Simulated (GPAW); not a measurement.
# GaAs (F-43m) in GPAW: single point with LDA

Aim: the single point of GaAs with LDA.

Program: GPAW 26.7.0. These are calculated values, not measurements. Logs are shortened: lines on timing, memory, paths and dates and some standing lists are left out, and cuts for length are marked. The log counts tension as positive stress, the text compression.

### Step 1. The undisturbed crystal

It takes space group F-43m (No. 216, cubic). The conventional cell has a = 5.654 Å, b = 5.654 Å, c = 5.654 Å, α = 90.00°, β = 90.00°, γ = 90.00°. As (site symmetry -43m) is surrounded by 4 Ga at 2.45 Å. Ga (site symmetry -43m) has 4 As at 2.45 Å as nearest neighbours.

### Step 2. Single point, LDA (volume scaled by 1.04)

Contents of run.py:

```python
from ase import Atoms
from ase.dft.bandgap import bandgap
from ase.io import write
from ase.units import GPa
from gpaw import GPAW, PW

atoms = Atoms(['As', 'Ga'],
              cell=[[0.0, 2.8640496607, 2.8640496607],
                    [2.8640496607, 0.0, 2.8640496607],
                    [2.8640496607, 2.8640496607, 0.0]],
              scaled_positions=[[0.75, 0.75, 0.75],
                                [0.0, 0.0, 0.0]],
              pbc=True)

calc = GPAW(mode=PW(500),
            xc='LDA',
            kpts={'size': (7, 7, 7), 'gamma': True},
            occupations={'name': 'fermi-dirac', 'width': 0.05},
            nbands=11,
            maxiter=120,
            txt='gpaw.txt')
atoms.calc = calc
energy = atoms.get_potential_energy()
forces = atoms.get_forces()
stress = atoms.get_stress()
calc.write('gs.gpw')
write('result.traj', atoms)
print(f'Energy: {energy:.6f} eV')
print('Forces (eV/A):')
print(forces.round(4))
print('Stress (GPa):', (stress / GPa).round(3))
print('Fermi level:', round(calc.get_fermi_level(), 4), 'eV')
print(f'Gap: {bandgap(calc)[0]:.4f} eV, direct: {bandgap(calc, direct=True)[0]:.4f} eV')
```

Potentials or basis: the program's PAW data sets (release 1.2.1) made for this functional, pw.

Started as:

```sh
$ OMP_NUM_THREADS=1 python run.py
```

gpaw.txt:

```text
__  _  _
 | _ |_)|_||  |
 |__||  | ||/\| - 26.7.0

Input parameters:
  mode=PW(ecut=500.0),
  kpts=MonkhorstPack(size=(7, 7, 7), gamma=True),
  maxiter=120,
  nbands=11,
  occupations=Occupations(name='fermi-dirac', width=0.05),
  xc=XC(name='LDA')

Diagonalizing LCAO Hamiltonian
Converting LCAO to pw mode

                    As

       Ga

Atoms  # Å, Bohr magnetons
|   | symbol |        x |        y |        z |    initial magnetic moments |
|---|--------|----------|----------|----------|-----------------------------|
| 0 |     As | 4.296074 | 4.296074 | 4.296074 | ( 0.0000,  0.0000,  0.0000) |
| 1 |     Ga | 0.000000 | 0.000000 | 0.000000 | ( 0.0000,  0.0000,  0.0000) |

Unit cell  # Å
| periodic |        x |        y |        z |  lengths |    angles |
|----------|----------|----------|----------|----------|-----------|
|      yes | 0.000000 | 2.864050 | 2.864050 | 4.050378 | 60.000000 |
|      yes | 2.864050 | 0.000000 | 2.864050 | 4.050378 | 60.000000 |
|      yes | 2.864050 | 2.864050 | 0.000000 | 4.050378 | 60.000000 |

Number of symmetries: 24
Symmetry operations  # r_c * U_cc + t_c -> r_c
|    | kind |            matrix            |
|----|------|------------------------------|
|  0 |  E   |  1, 0, 0,  0, 1, 0,  0, 0, 1 |
|  1 |  σ   |  1, 0, 0,  0, 0, 1,  0, 1, 0 |
|  2 |  σ   |  1, 0,-1,  0, 1,-1,  0, 0,-1 |
|  3 |  C3  |  1, 0,-1,  0, 0,-1,  0, 1,-1 |
|  4 |  C3  |  1,-1, 0,  0,-1, 1,  0,-1, 0 |
|  5 |  σ   |  1,-1, 0,  0,-1, 0,  0,-1, 1 |
|  6 |  σ   |  0, 1, 0,  1, 0, 0,  0, 0, 1 |
|  7 |  C3  |  0, 1, 0,  0, 0, 1,  1, 0, 0 |
|  8 |  C2  |  0, 1,-1,  1, 0,-1,  0, 0,-1 |
|  9 |  S4  |  0, 1,-1,  0, 0,-1,  1, 0,-1 |
| 10 |  C3  |  0, 0, 1,  1, 0, 0,  0, 1, 0 |
| 11 |  σ   |  0, 0, 1,  0, 1, 0,  1, 0, 0 |
| 12 |  S4  |  0, 0,-1,  1, 0,-1,  0, 1,-1 |
| 13 |  C3  |  0, 0,-1,  0, 1,-1,  1, 0,-1 |
| 14 |  S4  |  0,-1, 1,  1,-1, 0,  0,-1, 0 |
| 15 |  C2  |  0,-1, 1,  0,-1, 0,  1,-1, 0 |
| 16 |  C3  |  0,-1, 0,  1,-1, 0,  0,-1, 1 |
| 17 |  S4  |  0,-1, 0,  0,-1, 1,  1,-1, 0 |
| 18 |  S4  | -1, 1, 0, -1, 0, 1, -1, 0, 0 |
| 19 |  C3  | -1, 1, 0, -1, 0, 0, -1, 0, 1 |
| 20 |  C3  | -1, 0, 1, -1, 1, 0, -1, 0, 0 |
| 21 |  S4  | -1, 0, 1, -1, 0, 0, -1, 1, 0 |
| 22 |  σ   | -1, 0, 0, -1, 1, 0, -1, 0, 1 |
| 23 |  C2  | -1, 0, 0, -1, 0, 1, -1, 1, 0 |

BZ-sampling:
  Number of BZ points: 343
  Number of IBZ points: 20

  Monkhorst-Pack size: [7, 7, 7]
  Monkhorst-Pack shift: [0, 0, 0]

K-points  # in reciprocal-cell coordinates
|     |                                coordinates |     weight |
|-----|--------------------------------------------|------------|
|   0 | (  0.00000000,   0.00000000,   0.00000000) | 0.00291545 |
|   1 | (  0.14285714,   0.14285714,   0.00000000) | 0.01749271 |
|   2 | (  0.14285714,   0.14285714,   0.14285714) | 0.02332362 |
|   3 | (  0.28571429,   0.14285714,   0.14285714) | 0.03498542 |
|   4 | (  0.28571429,   0.28571429,   0.00000000) | 0.01749271 |
|   5 | (  0.28571429,   0.28571429,   0.14285714) | 0.06997085 |
|   6 | (  0.28571429,   0.28571429,   0.28571429) | 0.02332362 |
|   7 | (  0.42857143,  -0.28571429,  -0.28571429) | 0.03498542 |
|   8 | (  0.42857143,   0.28571429,  -0.42857143) | 0.13994169 |
|   9 | (  0.42857143,   0.28571429,  -0.28571429) | 0.06997085 |
| ... |                                            |            |
|  19 | (  0.42857143,   0.42857143,   0.42857143) | 0.02332362 |

Plane wave coefficients: 1243
Cutoff: 500.0 eV

Spin-components: 1 (collinear spins)
Bands:           11
Projectors:      10
Spin-degeneracy: 2
Datatype:        complex128

Parallelization:
  kpt:    1
  domain: 1
  band:   1

Density:
  Valence electrons: 8.0
  Components: 1
  Grid points: [21 21 21]
  Charge: 0.0  # |e|

Potential:
  Grid points: [21 21 21]

species:
  As:
    name:    Arsenic
    Z:       33.0
    valence: 5
    core:    28
    charge:  0.0  # [|e|]
    compensation charges:
      type: gauss
      rc: 0.33  # [Å]
      lmax: 2
    cutoffs:
      filter: 1.87  # [Å]
      core: 2.96  # [Å]
    projectors
    | kind |    occ | energy [eV] | rcut [Å] |
    |------|--------|-------------|----------|
    |   4s |  2.000 |     -14.691 |    1.058 |
    |   4p |  3.000 |      -5.342 |    1.058 |
    |    s |        |      12.520 |    1.058 |
    |    p |        |      21.869 |    1.058 |
    |    d |        |       0.000 |    1.058 |

    Using partial waves for As as LCAO basis

  Ga:
    name:    Gallium
    Z:       31.0
    valence: 3
    core:    28
    charge:  0.0  # [|e|]
    compensation charges:
      type: gauss
      rc: 0.37  # [Å]
      lmax: 2
    cutoffs:
      filter: 2.06  # [Å]
      core: 4.17  # [Å]
    projectors
    | kind |    occ | energy [eV] | rcut [Å] |
    |------|--------|-------------|----------|
    |   4s |  2.000 |      -9.167 |    1.164 |
    |   4p |  1.000 |      -2.734 |    1.164 |
    |    s |        |      18.045 |    1.164 |
    |    p |        |      24.478 |    1.164 |
    |    d |        |       0.000 |    1.164 |

    Using partial waves for Ga as LCAO basis

Reference energy: -114227.963927  # eV

eigensolver:
  PPCG
  Converge bands: occupied
  niter=2

density mixing:
  MSR1-Mixer
  Pratt-step length: 0.05
  Maximum mixing coefficient: 0.75
  Old densities: 10
  SVD Regularization: 0.005
  Good broyden scale: 1.0
  Trust region scale: 1.0
  Backstep threshold: 4.0
  History deletion threshold: 6.0
  Fourier metric: weight=20.0, sigma=0.015

occupation numbers:
  Fermi-Dirac:
    width: 0.0500  # eV

poisson solver:
  ecut: 4000.0  # eV

xc functional:
  name: None

convergence criteria:
- Maximum [total energy] change in last 3 cyles: 0.0005 eV / valence electron
- Maximum integral of absolute [dens]ity change: 0.0001 electrons / valence electron
- Maximum integral of absolute [eigenst]ate change: 4e-08 eV^2 / valence electron
maximum number of iterations: 120

SCF iterations
|iter     | |      energy | eigst |  dens |
|---------|-|-------------|-------|-------|
|iter:   1| |   -9.710455 | -0.66 |       |
|iter:   2| |   -9.688989 | -3.03 | -0.90 |
|iter:   3| |   -9.580360 | -2.37 | -0.93 |
|iter:   4| |   -9.578259 | -3.91 | -1.56 |
|iter:   5| |   -9.578054c| -4.99 | -2.12 |
|iter:   6| |   -9.578051c| -6.11 | -2.89 |
|iter:   7| |   -9.578051c| -7.75c| -3.60 |
|iter:   8| |   -9.578051c| -7.96c| -4.09c|

Converged in 8 steps
Energy contributions relative to reference atoms: (reference = -114227.963927)

Energy contributions:
  Kinetic:          21.357102
  Coulomb:         -19.333111
  Zero:              0.018906
  External:          0.000000
  Xc:              -11.620625
  Entropy:          -0.000647
  Spinorbit:         0.000000
  ----------------------------
  Free energy:      -9.578375
  Extrapolated:     -9.578051

dipole moment: (-11.282654, -11.282654, -11.282654)  # |e|*Ang

Fermi level: 4.293
Eigenvalues  # (at kpt = [0.000, 0.000, 0.000])
| band index |      eig [eV] | occ [0-2] |
|------------|---------------|-----------|
|          0 |        -8.265 |     2.000 |
|          1 |         4.216 |     1.644 |
|          2 |         4.216 |     1.644 |
|          3 |         4.216 |     1.644 |
|          4 |         4.283 |     1.099 |
|          5 |         7.922 |     0.000 |
|          6 |         7.922 |     0.000 |
|          7 |         7.922 |     0.000 |
|          8 |        11.491 |     0.000 |
|          9 |        14.275 |     0.000 |
|         10 |        14.548 |     0.000 |

No gap
No difference between direct/indirect transitions

Forces  # eV/Ang
|        x |        y |       z |
|----------|----------|---------|
| -0.00000 |  0.00000 | 0.00000 |  # As   0
|  0.00000 | -0.00000 | 0.00000 |  # Ga   1

Stress tensor  # eV/Ang^3
|         x |         y |         z |
|-----------|-----------|-----------|
|  0.021071 |  0.000000 | -0.000000 |
|  0.000000 |  0.021071 | -0.000000 |
| -0.000000 | -0.000000 |  0.021071 |

# Writing to gs.gpw (mode='')
```

Run time: 4.7 s. Hardware: 1 thread of Arm Neoverse V2, shared host; peak memory 0.13 GiB.

What came out:

```
Free energy            : -9.5784 eV
Pressure               : -3.4 GPa
Band gap on the k mesh : none (metal or under the smearing width)
```

Caveat: the cutoff is short for stress and forces, so pressures can be off by a GPa or more.
